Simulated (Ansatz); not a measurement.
# Zn in Ansatz: the effect of functional

The system is Zn.

```
Zn
1.0
    -1.56904    1.56904    1.56904
     1.56904   -1.56904    1.56904
     1.56904    1.56904   -1.56904
Zn
1
Direct
  0.00000 0.00000 0.00000
```

This isn't the form of Zn at room conditions, which is hcp.

Alike in all runs:

- Program: Ansatz 0.2.0
- Task: projected density of states
- Potentials or basis: Ansatz PAW
- k mesh: 7 × 7 × 7
- Occupations: fermi-dirac, width 0.05 eV
- Spin: no spin polarisation

```tsv
functional	cutoff	pressure (GPa)
LDA	420 eV (not typed: the program's choice for these potentials)	-9.7
PBEsol	420 eV (not typed: the program's choice for these potentials)	-6.3
r2SCAN	500 eV (not typed: the program's choice for these potentials)	-5.6
HSE06	420 eV (not typed: the program's choice for these potentials)	-1.2
PBE0	420 eV (not typed: the program's choice for these potentials)	-1.6
r2SCAN0	500 eV (not typed: the program's choice for these potentials)	?
```

**Question.** What does the run with functional r2SCAN0 give?

**Answer.** Pressure -4.3 GPa.

Caveats: all runs use coarse meshes; the PAW data sets come from PBE, with cores solved anew for the run's functional, which leaves a small shift of forces and pressure; the density of states is complete only up to the lowest level of the last band computed; the thresholds are loose for stress (some runs).
